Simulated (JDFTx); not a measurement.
**WC under changes of volume**

One of the cells (10.542 Å³/atom); the others are scaled copies at fixed shape and fractional positions:

```
CELL_PARAMETERS angstrom
0.00000 2.19268 2.19268
2.19268 0.00000 2.19268
2.19268 2.19268 0.00000
ATOMIC_POSITIONS crystal
W 0.00000 0.00000 0.00000
C 0.50000 0.50000 0.50000
```

Measurements of this composition are mostly on another form, of space group No. 187.

```yaml
Program: JDFTx 1.7.0 (patched build)
Functional: PBEsol
Potentials_or_basis: PseudoDojo-SR-PBEsol-0.4.1-standard with smoothed tails
Cutoff: 1116 eV
Density_cutoff: 8925 eV
k_mesh: 10 × 10 × 10
Occupations: fermi-dirac, width 0.05 eV
Spin: no spin polarisation
```

| volume (Å³/atom) | energy over the lowest point (meV/atom) | pressure (GPa) |
| --- | --- | --- |
| 9.910 | 15.52 | 14.7 |
| 10.120 | ? | ? |
| 10.331 | 0.00 | -2.5 |
| 10.542 | 8.10 | -9.9 |
| 10.753 | 25.35 | -16.4 |
| 10.964 | 50.79 | -22.3 |
| 11.175 | 83.57 | -27.6 |

Task: What does the run at 10.120 Å³/atom give?

Result: Energy over the lowest point 2.08 meV/atom; pressure 5.6 GPa.

Worked out: A Birch-Murnaghan fit of order 3 (a polynomial in V^(-2/3)) to the other rows has its minimum at 10.27 Å³/atom with B0 = V·E''(V) = 390 GPa and B' = 4.4. It gives 2.11 meV/atom at 10.120 Å³/atom, against the run's 2.08, and -dE/dV = 5.8 GPa, against 5.6.

Energies are extrapolated to zero smearing.
